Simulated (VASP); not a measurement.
## BeTe in VASP: convergence with k mesh

The system is BeTe.

```
Te Be
1.0
     0.00000    2.77000    2.77000
     2.77000    0.00000    2.77000
     2.77000    2.77000    0.00000
Te Be
1 1
Direct
  0.75000 0.75000 0.75000
  0.00000 0.00000 0.00000
```

- Program: VASP 6.6.1
- Task: single point
- Functional: PBEsol
- Potentials or basis: VASP PAW PBE potentials, release 64 (Te, Be)
- Cutoff: 520 eV
- k mesh: 2 × 2 × 2
- Occupations: gaussian, width 0.02 eV
- Spin: no spin polarisation

These are the settings of the first run; the series varies k mesh, with any setting tied to it.

Hardware: 1 thread of Intel(R) Xeon(R) Platinum 8488C (Sapphire Rapids), with other jobs on the host.

Question: The values tried are 2 × 2 × 2, 3 × 3 × 3, 4 × 4 × 4, 5 × 5 × 5, 6 × 6 × 6, 8 × 8 × 8, 9 × 9 × 9, 11 × 11 × 11, 14 × 14 × 14, loosest first. From which on does the pressure stay within 0.1 GPa of the tightest run that finished?

Answer: From 6 × 6 × 6 on.

```
      k mesh  energy less the tightest run, at zero smearing (meV/atom)  pressure (GPa)  gap on the mesh (eV)  SCF cycles  CPU time (s)  peak memory (GiB)
   2 × 2 × 2                                                     927.46           11.01                 1.598          13           4.9               0.15
   3 × 3 × 3                                                     180.21            4.40                 2.048          13           6.3               0.15
   4 × 4 × 4                                                      44.58            3.06                 1.714          12           7.4               0.15
   5 × 5 × 5                                                      12.46            2.70                 1.863          12           6.8               0.15
   6 × 6 × 6                                                       3.77            2.59                 1.727          12           8.2               0.16
   8 × 8 × 8                                                       0.40            2.54                 1.728          12            16               0.16
   9 × 9 × 9                                                       0.14            2.54                 1.773          12            16               0.16
11 × 11 × 11                                                       0.02            2.54                 1.758          12            22               0.17
14 × 14 × 14                                                       0.00            2.53                 1.729          12            38               0.19
```

Against the tightest run, the energy stays within 1 meV/atom from 8 × 8 × 8 on. Not settled before the last step: the gap on the mesh (to 0.01 eV). Meshes of other sizes hit other points, so gaps and Fermi surfaces needn't settle smoothly. The tightest run that finished is the yardstick and may itself not be fully converged.

Caveat, for the tightest run too: the PAW data sets were made with another functional, which shifts forces and pressure a little; spin-orbit coupling is left out, which moves the levels of the heavy elements.
